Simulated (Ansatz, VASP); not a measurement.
# One calculation of Ni, two programs

The input INCAR:

```
SYSTEM = Ni
  ALGO = Normal
  EDIFF = 1E-6
  ENCUT = 520
  GGA = RE
  ISIF = 2
  ISMEAR = -1
  ISPIN = 2
  LASPH = .TRUE.
  LCHARG = .FALSE.
  LMAXMIX = 4
  LORBIT = 11
  LREAL = .FALSE.
  LWAVE = .FALSE.
  MAGMOM = 0.686 0.686
  NBANDS = 21
  NELM = 150
  PREC = Accurate
  SIGMA = 0.1
```

The input KPOINTS:

```
k-points
0
G
  6 6 5
  0 0 0
```

Contents of POSCAR:

```
Ni
1.0
    2.5011651123      0.0000000000      0.0000000000
    0.0000000000      2.5011651123      0.0000000000
    0.0000000000      0.0000000000      3.5355823492
Ni
2
Direct
    0.0000000000      0.0000000000      0.0000000000
    0.5000000000      0.5000000000      0.5000000000
```

Input for Ansatz:

```yaml
crystal:
  lattice:
    - [2.5011651123, 0.0, 0.0]
    - [0.0, 2.5011651123, 0.0]
    - [0.0, 0.0, 3.5355823492]
  atoms:
    - { symbol: Ni, position: [0.0, 0.0, 0.0], spin: 0.686 }
    - { symbol: Ni, position: [0.5, 0.5, 0.5], spin: 0.686 }
hamiltonian:
  xc: revpbe
  pseudopotentials:
    kind: paw
    azcp:
      Ni: "pseudopotentials/Ni.paw.azcp"
basis:
  ecutwfc: 420
  fft_grid_basis: typed
kpoints:
  mp_grid: { grid: [6, 6, 5], shift: [0, 0, 0] }
magnetization:
  spin_polarized: true
scf:
  occupations: { method: fermi_dirac, width: 0.1 }
```

Alike in both runs: task single point; functional revPBE; k mesh 6 × 6 × 5; occupations fermi-dirac, width 0.1 eV; collinear spin.

```csv
,VASP,Ansatz
version,VASP 6.6.1,Ansatz 0.2.0
potentials or method,"VASP PAW PBE potentials, release 64 (Ni)","plane waves (420 eV) with PAW, scalar-relativistic"
plane-wave cutoff (eV),520,420
valence electrons in the cell,20,36
```

VASP gave:

```
net moment per atom (μB)                                      : 0.58
size of the moment on the site where the two differ most (μB) : 0.60
```

Question: What did Ansatz give for the same quantities?

Answer: net moment per atom (μB): 0.59; size of the moment on the site where the two differ most (μB): 0.63.

Site moments also hang on the region over which each program counts them. The two sets of potentials don't hold the same shells in valence.

Caveats: the k mesh is coarse (spacing up to 0.42 Å⁻¹), so the values aren't converged.
